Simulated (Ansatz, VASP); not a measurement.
One calculation of BeS, two programs

```
CELL_PARAMETERS angstrom
0.00000 2.43792 2.43792
2.43792 0.00000 2.43792
2.43792 2.43792 0.00000
ATOMIC_POSITIONS crystal
Be 0.00000 0.00000 0.00000
S 0.25000 0.25000 0.25000
```

Alike in both runs: functional PBE; k mesh 8 × 8 × 8; occupations gaussian, width 0.02 eV; no spin polarisation.

Ansatz relaxed the structure, and its values are those at the end. VASP's run is a single point on that final structure, the one shown.

|  | VASP | Ansatz |
| --- | --- | --- |
| version | VASP 6.6.1 | Ansatz 0.2.0 |
| potentials or method | VASP PAW PBE potentials, release 64 (Be, S) | scalar-relativistic, plane waves, PAW |
| plane-wave cutoff (eV) | 520 | 420 |
| valence electrons in the cell | 8 | 8 |

```tsv
	VASP	Ansatz	Ansatz less VASP
gap on the k mesh at the Fermi level (eV)	3.15	3.14	-0.001
least direct gap on the mesh (eV)	5.68	5.66	-0.018
pressure (GPa)	0.0	0.0	-0.01
```

A k mesh can miss the band edges. Expect the measured gap to be larger: semilocal functionals such as PBE lack the derivative discontinuity.
